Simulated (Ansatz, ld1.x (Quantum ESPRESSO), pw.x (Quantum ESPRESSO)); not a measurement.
titanium (Ti): one change to the RRKJ potential, in the atom and in the sc crystal

```
Element                 : Ti
Generator               : ld1.x (Quantum ESPRESSO) 7.5
Type                    : norm-conserving RRKJ (Kleinman–Bylander form)
Functional              : PBE
Relativity              : scalar-relativistic
Frozen core             : [Ar]
Valence charge          : 4
Reference configuration : 3d2 4s2 4p0
Partial waves           : 4s (bound): rc 2.75 bohr; 3d (bound): rc 1.20 bohr; 4f channel at 0.05 Ry: rc 2.95 bohr; 4p (bound, empty): rc 3.90 bohr
Local potential         : the p channel
Core correction         : Bessel-smoothed model core inside 0.70 bohr
rho0                    : 0.001
```

Change: all radii but the core radius scaled by about 1.30 (s 3.56, p 5.06, d 1.56, f 3.82 bohr).

Cutoffs, loose and tight: the cutoffs (Ry, on a coarse ladder) from which the occupation-weighted sum of valence levels, in a spherical-Bessel basis at the reference potential, stays within 10 and 1 mRy of its value at 400 Ry. They do not see the model core or the augmentation charge, which bear on the density cutoff. Test errors are all-electron minus pseudo excitation energies from the reference, over the configurations 3d2 4s1 4p0; 3d2 4s0 4p0; 3d1 4s0 4p0; 3d2 4s1.5 4p0; 3d3 4s0 4p0; 3d1 4s2 4p1; 3d2 4s0 4p2; variants that change the core or the reference have their own tests.

Crystal test: sc Ti in pw.x 7.5, no spin, 12³ k-points, Fermi–Dirac smearing 0.01 Ry, cutoffs set for each file from its atomic test. The reference is all-electron LAPW (Ansatz 0.2.0) with the same functional, mesh and smearing; V0 and B0 come from Birch–Murnaghan fits to the pressures at five volumes. Errors are pseudo minus all-electron; Δ is the rms difference of the E(V) curves that follow from these fits, minima aligned, over ±6 % about the mean V0. Mesh and smearing are coarse, so the numbers serve the comparison and aren't converged zero-temperature values; the lattice is a test structure that the element need not adopt.

All-electron: a0 = 2.647 Å (V0 = 18.54 Å³/atom), B0 = 76.8 GPa.

Q: Does the change bring the crystal closer to the all-electron result?

A: The mean pressure error goes from +9.26 to +3.70 GPa, so the change moves the solid closer to the all-electron pressures.

```tsv
quantity	base	changed
outcome (atom)	generated	generated
cutoff, loose (atom)	90 Ry	60 Ry
cutoff, tight (atom)	110 Ry	70 Ry
bound ghosts (atom)	s	s
largest test error (meV) (atom)	-592 over the solved tests; 2 of 7 tests not solved or not reliable	-562 over the solved tests; 1 of 7 tests not solved or not reliable
cutoffs in pw.x (Ry)	135/540	85/340
a0 (Å)	–	2.672
a0 error (%)	–	+0.96
B0 error (%)	–	+21.8
Δ (meV/atom)	–	12.4
mean pressure error (GPa)	+9.26	+3.70
```

A dash: not determined, or the minimum lies outside the volumes sampled.

Base: The largest radius (3.90 bohr) exceeds half the bond length (2.50 bohr), so the spheres overlap, which is one possible source of error among others. This is a poor potential for the solid. Note: ghost state, extra bound levels that the all-electron valence spectrum of the same l lacks: s at -3.5 eV. A true bound ghost makes a file unfit for plane-wave use. Atomic configuration tests: 2 of 7 tests not solved or not reliable. The logarithmic derivative shows an extra or strongly shifted pseudo pole above the reference energy (s near -0.27 Ry). Changed file: The largest radius (5.06 bohr) exceeds half the bond length (2.50 bohr), so the spheres overlap, which is one possible source of error among others. This is a poor potential for the solid. Note: ghost state, extra bound levels that the all-electron valence spectrum of the same l lacks: s at -36.2 eV. A true bound ghost makes a file unfit for plane-wave use. Atomic configuration tests: 1 of 7 tests not solved or not reliable. The atomic cutoffs weigh occupied waves only.
